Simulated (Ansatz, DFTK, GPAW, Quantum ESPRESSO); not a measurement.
**Ir: 4 runs at one level of theory**

```
CELL_PARAMETERS angstrom
0.00000 1.91560 1.91560
1.91560 0.00000 1.91560
1.91560 1.91560 0.00000
ATOMIC_POSITIONS crystal
Ir 0.00000 0.00000 0.00000
```

Alike in all runs: task band structure; functional PBE; k mesh 12 × 12 × 12; occupations fermi-dirac, width 0.05 eV; no spin polarisation; no spin-orbit coupling. Pressure is positive in compression and, in plane waves, holds the error of the finite cutoff.

```tsv
program and potentials	plane-wave cutoff (eV)	notes	pressure (GPa)
GPAW, GPAW PAW data sets (gpaw-data 1.2.1)	600	15 valence electrons an atom on average	9.85
Quantum ESPRESSO, PseudoDojo 0.4.1 SR PBE standard	925	17 valence electrons an atom on average	10.38
DFTK, SG15 1.2 (PBE)	952	17 valence electrons an atom on average	10.54
Ansatz, all-electron LAPW, scalar-relativistic	-	-	11.08
```

The pressure spans 9.85 (GPAW, GPAW PAW data sets (gpaw-data 1.2.1)) to 11.08 GPa (Ansatz, all-electron LAPW, scalar-relativistic), with all-electron results at 11.08. The cell lies far from this level's equilibrium.

The functional is the same throughout but for its coding, so the spread measures potentials, basis and numerics; runs on potential files found faulty are left out.
